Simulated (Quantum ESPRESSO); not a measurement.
# Cr under changes of volume

One of the cells (14.066 Å³/atom); the others are scaled copies at fixed shape and fractional positions:

```
CELL_PARAMETERS angstrom
2.71400 0.00000 0.00000
-1.35700 2.35039 0.00000
0.00000 0.00000 4.41000
ATOMIC_POSITIONS crystal
Cr 0.66667 0.33333 0.75000
Cr 0.33333 0.66667 0.25000
```

This isn't the form of Cr at room conditions, which is bcc.

```yaml
Program: Quantum ESPRESSO 7.5
Functional: PBEsol
Potentials_or_basis: GBRV 1.5 PBEsol
Cutoff: 612 eV
Density_cutoff: 4898 eV
k_mesh: 11 × 11 × 6
Occupations: fermi-dirac, width 0.05 eV
Spin: collinear spin, ferromagnetic start
Starting_moments: "[3.0, 3.0] μB"
```

```csv
volume (Å³/atom),energy over the lowest point (meV/atom),pressure (GPa),moment (μB per cell)
13.222,0.00,-26.2,1.16
13.503,?,?,?
13.784,97.69,-30.2,1.61
14.066,152.09,-31.9,1.76
14.347,209.36,-33.1,1.98
14.628,267.56,-33.5,2.32
14.910,326.22,-34.0,2.60
```

Question: What does the run at 13.503 Å³/atom give?

Answer: Energy over the lowest point 46.86 meV/atom; pressure -28.3 GPa; moment 1.45 μB per cell.

Worked out: A Birch-Murnaghan fit of order 3 (a polynomial in V^(-2/3)) to the other rows has no minimum within the range. It gives 46.33 meV/atom at 13.503 Å³/atom, against the run's 46.86, and -dE/dV = -27.9 GPa, against -28.3. A parabola through the other rows of the moment, of slope 0.674 μB per Å³/atom there, gives 1.35 μB, against the run's 1.45.

Energies are extrapolated to zero smearing.

Caveats: the cell as given lies far from equilibrium (some runs).
